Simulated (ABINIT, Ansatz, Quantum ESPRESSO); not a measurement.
**The electronic dielectric constant of ZnS, sorted by core time**

**What was measured.** The electronic dielectric constant of ZnS (F-43m) is reported as 5.14 (a printed reference work). The runs below try to reproduce it.

The structure is cubic, space group F-43m (No. 216). Conventional cell: a = 5.404 Å, b = 5.404 Å, c = 5.404 Å, α = 90.00°, β = 90.00°, γ = 90.00°. Zn (site symmetry -43m) has 4 S at 2.34 Å as nearest neighbours. Around S (site symmetry -43m) lie 4 Zn at 2.34 Å.

| rung | level | program and potentials | cutoff (eV) | k mesh | smearing | task | core time | chip | electronic dielectric constant | miss | notes |
| --- | --- | --- | --- | --- | --- | --- | --- | --- | --- | --- | --- |
| meta-GGA | r2SCAN | Ansatz, Ansatz PAW | 500 | 9 × 9 × 9 | fixed | Born charges and dielectric tensor | 1.9 min | Intel Xeon | 5.43 | +5.6 % | potentials made for PBE, which Ansatz adapts in part; 9 valence electrons an atom on average |
| GGA | PBE | Quantum ESPRESSO, JTH 2.0 PBE | 735 | 4 × 4 × 4, shifted | fixed | phonons | 3.8 min | Arm Neoverse V1 | 5.97 | +16.1 % | 9 valence electrons an atom on average |
| GGA | BLYP | Quantum ESPRESSO, SG15 PBE 1.2 | 952 | 6 × 6 × 6, shifted | fixed | dielectric tensor | 4.2 min | Intel Xeon Platinum 8488C Sapphire Rapids | 5.89 | +14.6 % | potentials made for PBE; 13 valence electrons an atom on average |
| GGA | PBE | Quantum ESPRESSO, SG15 PBE 1.2 | 952 | 4 × 4 × 4, shifted | fixed | phonons | 4.4 min | Arm Neoverse V1 | 5.98 | +16.3 % | 13 valence electrons an atom on average |
| GGA | AM05 | Quantum ESPRESSO, SG15 PBE 1.2 | 952 | 6 × 6 × 6, shifted | fixed | dielectric tensor | 4.4 min | Intel Xeon Platinum 8488C Sapphire Rapids | 6.12 | +19.1 % | potentials made for PBE; 13 valence electrons an atom on average |
| GGA | WC | Quantum ESPRESSO, SG15 PBE 1.2 | 952 | 6 × 6 × 6, shifted | fixed | dielectric tensor | 4.5 min | Intel Xeon Platinum 8488C Sapphire Rapids | 6.20 | +20.6 % | potentials made for PBE; 13 valence electrons an atom on average |
| GGA | PBE | Ansatz, Ansatz PAW | 420 | 7 × 7 × 7 | fixed | phonons | 4.7 min | Intel Xeon | 5.94 | +15.6 % | 9 valence electrons an atom on average |
| GGA | PBE | Quantum ESPRESSO, GBRV 1.5 PBE | 762 | 4 × 4 × 4, shifted | fixed | phonons | 4.8 min | Arm Neoverse V1 | 5.96 | +16.0 % | 13 valence electrons an atom on average |
| GGA | PBE | Quantum ESPRESSO, JTH 2.0 PBE | 735 | 6 × 6 × 6, shifted | fixed | phonons | 27 min | Intel Xeon Skylake/Cascade Lake | 5.93 | +15.4 % | 9 valence electrons an atom on average |
| GGA | PBE | Quantum ESPRESSO, GBRV 1.5 PBE | 762 | 6 × 6 × 6, shifted | fixed | phonons | 32 min | Intel Xeon Skylake/Cascade Lake | 5.92 | +15.2 % | 13 valence electrons an atom on average |
| GGA | PBE | ABINIT, PseudoDojo NC SR PBE v0.4.1 standard | 1034 | 4 × 4 × 4, 4 shifts | fixed | phonon dispersion | 70 min | Arm Neoverse V1 | 5.99 | +16.5 % | 13 valence electrons an atom on average |

Times are single runs on shared hosts and different chips, so they are rough; meshes, cutoffs and the tasks' sizes weigh on the time. All rows: no spin polarisation. Smearing widths are in eV. The cell comes from a database and isn't always the measured one. Meshes differ between rows, which moves values too. All levels ran on this one cell, unrelaxed unless noted. Meshes are those of the run's cell of 2 atoms unless a note names another. Ansatz refines the mesh for the field response beyond the one shown. Misses use the values as printed. Runs on faulty files, with rough fits or with known faults for this quantity aren't shown. No row holds spin-orbit coupling.

By rung: GGA 5.89 to 6.20; meta-GGA 5.43. Measured: 5.14 (a printed reference work). Closest is r2SCAN (+5.6 %). The runs are for a static lattice, while measurements hold temperature and zero-point motion.
